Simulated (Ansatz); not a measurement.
## What a trial cell of HfB2 relaxes into

The calculation used DFT PBE, scalar-relativistic, plane waves, PAW in Ansatz. Cutoff 420 eV, Γ-centred k mesh, Gaussian smearing, no spin polarisation in the final step.

HfB2 was placed on the 3R molybdenite structure type (R3m, No. 160), with Hf in place of Mo, B in place of S, at a guessed volume.

```xyz
3
Lattice="1.2872 0.7431 4.9837 -1.2872 0.7431 4.9837 0.0000 -1.4863 4.9837" Properties=species:S:1:pos:R:3 pbc="T T T"
Hf    0.0000    0.0000    0.0000
B     0.0000    0.0000   11.1894
B     0.0000    0.0000    8.7449
```

Cell and atoms relax at zero pressure; the relaxation can't lower the symmetry of the start. After a coarse first stage the cell is made exact in the group found at 0.06 Å.

Formation energies are uncorrected and refer to the elements' standard structures at the same level.

Question: Describe the relaxed structure.

Answer: It keeps R3m (No. 160), but not the shape of the type it started on. Conventional cell: a = 3.130 Å, c = 11.617 Å. Hf has 4 B at 2.29–2.40 Å and 6 B at 2.58–2.72 Å; B on Wyckoff site a (1 atom of the primitive cell) has 3 B at 1.83 Å and 4 Hf at 2.29–2.40 Å; B on Wyckoff site a (1 atom of the primitive cell) is coordinated by 3 B at 1.83 Å.

```
Hf B
1.0
     1.56507    0.90359    3.87233
    -1.56507    0.90359    3.87233
     0.00000   -1.80719    3.87233
Hf B
1 2
Direct
  0.01271 0.01271 0.01271
  0.81594 0.81594 0.81594
  0.50465 0.50465 0.50465
```

Question: What are its volume, energy, density and gap?

Answer: The volume per atom is 10.95 Å³, the density is 10.11 g/cm³ and the energy over the elements is -0.49 eV/atom. The gap on the 18×18×18 mesh is 0 eV (a metal).

The final run used a 18×18×18 mesh on its 3-atom cell and 0.10 eV smearing. For metals, differences of a few meV/atom aren't resolved. Spin–orbit coupling is left out. Symmetry constrained the relaxation, so the result can be a saddle point. The steps took about 11 core-minutes in all.